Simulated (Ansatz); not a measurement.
# Run record: quasi-harmonic thermal expansion of LiH (Fm-3m)

Computed with PBEsol, PAW on Ansatz 0.2.0's default frozen-core files (fitted under PBE), scalar-relativistic; not a measurement.

Cell and atoms were relaxed beforehand by PAW with this functional.

Launched as:

```sh
ansatz run input.yaml --threads 2 --pin off --max-ram 5120MiB --backend cpu --events-out ev --progress --plain --runs-dir out
```

input.yaml:

```yaml
crystal:
  lattice:
    - [0.0, 1.99037505283, 1.99037505283]
    - [1.99037505283, 0.0, 1.99037505283]
    - [1.99037505283, 1.99037505283, 0.0]
  atoms:
    - { symbol: Li, position: [0.0, 0.0, 0.0] }
    - { symbol: H, position: [0.5, 0.5, 0.5] }
kpoints:
  mp_grid: { grid: [12, 12, 12] }
scf:
  occupations: { method: fixed }
hamiltonian:
  xc: pbesol
  pseudopotentials: { kind: paw }
phonons:
  qmesh: [4, 4, 4]
  thermal_expansion: {}
  temperatures: { t_min: 0, t_max: 600, t_step: 50 }
```

The program printed:

```
Warning: RAYON_NUM_THREADS=2 ignored (pool sized by the plan → 2); use --threads N
The last accepted step is kept in <dir> (removed where the run ends without a failure and the disk answers)
Engine: ansatz 0.2.0, aarch64-unknown-linux-gnu
Pseudopotentials: kind: paw
Pseudopotential: Li, paw, valence charge 3, recommended cutoff 420 eV (normal), Li.paw.azcp
Pseudopotential: H, paw, valence charge 1, recommended cutoff 420 eV (normal), H.paw.azcp
Functional definition: PBEsol
  exchange = pbesol_x
  correlation = pbesol_c
Crystal: 2 atoms, lattice volume = 15.770 Å³
Basis set: ecut = 487.2 eV, 387 PW (Γ), exchange–correlation on 48×48×48 points (8 copies of the dense FFT grid, shifted against one another)
Bands: 6, of which v1, the nominal top of the filled ones, is band 2 counted from 1 (1 counted from 0)
Symmetry: 48 space group operations
Space group: Fm-3m (ITA 225), of the structure as read, at distance tolerance 2.5e-5 Å
k-points: 72 of 1728
Non-local potential: Li, projectors of the file, l = 0: 3, l = 1: 2, l = 2: 1
Non-local potential: H, projectors of the file, l = 0: 2, l = 1: 1
PAW form: soft (Blöchl's): semilocal exchange-correlation on the pseudo side does not see the compensation charge
PAW one-centre angular grid: Li, 110 points (default); XC on 64 Gauss nodes
PAW one-centre angular grid: H, 110 points (default); XC on 64 Gauss nodes
Initial density: superposition of atomic densities (neutral atoms: chi_scale 0, normalization atom), corrected by the library's trained network
Initial wavefunctions: pseudopotential atomic-orbital guess
Functional: x = pbesol(κ = 0.804, μ = 0.12345679012345678), c = pbesol(β = 0.046)
SCF iter   1: F=—  HF=-219.507371 eV  |F-HF|=—  |Δ(HF+E_count)|=         —  Δρ=7.63e-3  dr2=6.29e-3  ethr=1.77e-3  ⟨swp⟩=3.5  Hψ=2974  notcnv=0  defer=124
preconditioner: auto → none  [insulator: Δε(μ)=2.644 eV  Ē_g=14.166 eV  n_scr=0 (ndim 8)  ℏωp=13.2 eV  f_vac=0.000  ε∞_Penn≈1.9]
[... 56 lines left out ...]
thermal expansion: relaxation of cell 12
thermal expansion: relaxation of cell 13
thermal expansion: phonons of cell 6
thermal expansion: phonons of cell 7
thermal expansion: phonons of cell 8
thermal expansion: phonons of cell 9
thermal expansion: phonons of cell 10
--- Relaxed structure (1 steps of the walk, 1 accepted, 0 SCFs on fresh bases) ---
  F+E_penalty+E_count = -219.50450668 eV   max|allowed force component| = 2.687e-30 eV/Å
  atoms:
    - { symbol: Li, position: [0.0, 0.0, 0.0] }
    - { symbol: H, position: [0.49999999999999994, 0.49999999999999994, 0.49999999999999994] }
--- Thermal expansion: 13 cells in 3 rounds, 0 GPa ---
  no lower state was reached at cell 4
  without vibrations: a 2.81381, b 2.81381, c 2.81381 Å, V 15.7533 Å³, B 37.05 GPa
  at 0 K: a 2.87307, b 2.87307, c 2.87307 Å, V 16.7696 Å³, B 32.72 GPa
  zero-point expansion: a +2.106, b +2.106, c +2.106, V +6.452 %
      T/K        a/Å        b/Å        c/Å       V/Å³ | expansion of a, b, c, V (1e-6/K)   | that of V in the mean from 25 °C | C_P, C_V (J/mol K of the cell) | B_T, B_S (GPa)
     0.00    2.87307    2.87307    2.87307    16.7696 |    0.00    0.00    0.00    0.00 |   48.91 |     0.000     0.000 |    32.72    32.72
   100.00    2.87368    2.87368    2.87368    16.7804 |    8.15    8.15    8.15   24.44 |   70.39 |     6.551     6.531 |    32.56    32.66
   200.00    2.87844    2.87844    2.87844    16.8639 |   24.29   24.29   24.29   72.87 |   92.13 |    19.571    19.230 |    31.63    32.19
   298.15    2.88717    2.88717    2.88717    17.0177 |   36.97   36.97   36.97  110.92 |       - |    29.774    28.639 |    30.18    31.38
   350.00    2.89315    2.89315    2.89315    17.1237 |   42.73   42.73   42.73  128.19 |  120.07 |    34.169    32.433 |    29.27    30.83
   450.00    2.90701    2.90701    2.90701    17.3711 |   52.73   52.73   52.73  158.19 |  136.73 |    41.010    37.796 |    27.28    29.60
   550.00    2.92380    2.92380    2.92380    17.6737 |   62.49   62.49   62.49  187.48 |  153.04 |    46.449    41.301 |    25.02    28.14
   600.00    2.93333    2.93333    2.93333    17.8471 |   67.79   67.79   67.79  203.36 |  161.46 |    48.922    42.582 |    23.78    27.32
  the static fit leaves 0.001 meV an atom of the energies and, of the stresses, 0.000 GPa of each cell's largest along a strain (root mean squares over the cells), whose Pulay part it has at -0.025 GPa
  vibrations' free energy: its fit leaves 0.0001 meV an atom at the most
  the electrons' free energy at temperature is not in it: every band gap is over 0.62 eV
  free energies summed between the sampled wave vectors
  estimated error of the fitted expansion in any direction: up to 0.143e-6/K, at 550 K (an estimate, not a bound: it was exceeded on models of known expansion)
  by sums over the sampled wave vectors an expansion of the volume parts by up to 1.75e-6/K
  by a static energy of one degree less an expansion of the volume parts by up to 0.27e-6/K
  band gaps on the cells' k-points are 2.700 to 2.862 eV
```

The run converged.

Head of thermal_expansion.tsv:

```
# thermal expansion in the quasi-harmonic approximation; lengths in Å, angles in degrees, expansions in K^-1, heat capacities and entropies in eV/K of the cell, energies in eV of the cell
# pressure_gpa: 0
# no lower state was reached at cell 4
# cell 1, search: [[0.0, 1.99037505283, 1.99037505283], [1.99037505283, 0.0, 1.99037505283], [1.99037505283, 1.99037505283, 0.0]] Å
# cell 2, search: [[0.0, 2.0062980532526398, 2.0062980532526398], [2.0062980532526398, 0.0, 2.0062980532526398], [2.0062980532526398, 2.0062980532526398, 0.0]] Å
# cell 3, search: [[0.0, 1.9745784254265872, 1.9745784254265872], [1.9745784254265872, 0.0, 1.9745784254265872], [1.9745784254265872, 1.9745784254265872, 0.0]] Å
# cell 4, equilibrium: [[0.0, 1.989736043981239, 1.989736043981239], [1.989736043981239, 0.0, 1.989736043981239], [1.989736043981239, 1.989736043981239, 0.0]] Å
[... 2 lines left out ...]
# cell 7, path: [[0.0, 2.0323553795860403, 2.0323553795860403], [2.0323553795860403, 0.0, 2.0323553795860403], [2.0323553795860403, 2.0323553795860403, 0.0]] Å
# cell 8, path: [[0.0, 2.0540061682977084, 2.0540061682977084], [2.0540061682977084, 0.0, 2.0540061682977084], [2.0540061682977084, 2.0540061682977084, 0.0]] Å
# cell 9, path: [[0.0, 2.075887603999832, 2.075887603999832], [2.075887603999832, 0.0, 2.075887603999832], [2.075887603999832, 2.075887603999832, 0.0]] Å
# cell 10, path: [[0.0, 2.098002143786927, 2.098002143786927], [2.098002143786927, 0.0, 2.098002143786927], [2.098002143786927, 2.098002143786927, 0.0]] Å
# cell 11, static_along: [[0.0, 1.969986925057537, 1.969986925057537], [1.969986925057537, 0.0, 1.969986925057537], [1.969986925057537, 1.969986925057537, 0.0]] Å
# cell 12, static_along: [[0.0, 1.9798368596828249, 1.9798368596828249], [1.9798368596828249, 0.0, 1.9798368596828249], [1.9798368596828249, 1.9798368596828249, 0.0]] Å
# cell 13, static_along: [[0.0, 2.114786160937222, 2.114786160937222], [2.114786160937222, 0.0, 2.114786160937222], [2.114786160937222, 2.114786160937222, 0.0]] Å
# free energies summed between the sampled wave vectors
# fit_thermal_expansion_error: an estimate, not a bound: it was exceeded on models of known expansion
# T[K]	a	b	c	alpha	beta	gamma	volume	a_expansion	b_expansion	c_expansion	volumetric_expansion	alpha_rate[deg/K]	beta_rate[deg/K]	gamma_rate[deg/K]	mean_volumetric_expansion	C_P	C_V	entropy	helmholtz_free_energy	gibbs_fre
```

**Thermal expansion**

Quasi-harmonic lattice of a crystal by Kohn-Sham DFT: finite-displacement phonons on strained cells about the given cell, electrons' free energy included in metals.

| temperature (K) | volume expansion coefficient (×10⁻⁶/K) | volume over given cell less one (%) | heat capacity constant pressure (k_B/atom) | isothermal bulk modulus (GPa) | grueneisen parameter |
| --- | --- | --- | --- | --- | --- |
| 50 | 2.767 | 6.341 | 0.04591 | 32.71 | 1.197 |
| 100 | 24.44 | 6.406 | 0.3939 | 32.56 | 1.231 |
| 150 | 50.14 | 6.606 | 0.808 | 32.18 | 1.227 |
| 200 | 72.87 | 6.936 | 1.177 | 31.63 | 1.217 |
| 250 | 93.23 | 7.381 | 1.508 | 30.94 | 1.206 |
| 300 | 111.6 | 7.934 | 1.801 | 30.15 | 1.198 |
| 350 | 128.2 | 8.583 | 2.055 | 29.27 | 1.193 |
| 400 | 143.6 | 9.324 | 2.275 | 28.31 | 1.192 |
| 450 | 158.2 | 10.15 | 2.466 | 27.28 | 1.195 |
| 500 | 172.6 | 11.07 | 2.637 | 26.19 | 1.2 |
| 550 | 187.5 | 12.07 | 2.793 | 25.02 | 1.209 |
| 600 | 203.4 | 13.17 | 2.942 | 23.78 | 1.22 |

Caveats: frozen-core PAW files fitted under PBE, their cores solved anew for the functional of the run; expansion moves with the q mesh.

Cost: 11 min on 2 threads of Arm Neoverse V1, on a shared host, peak memory 0.69 GiB.
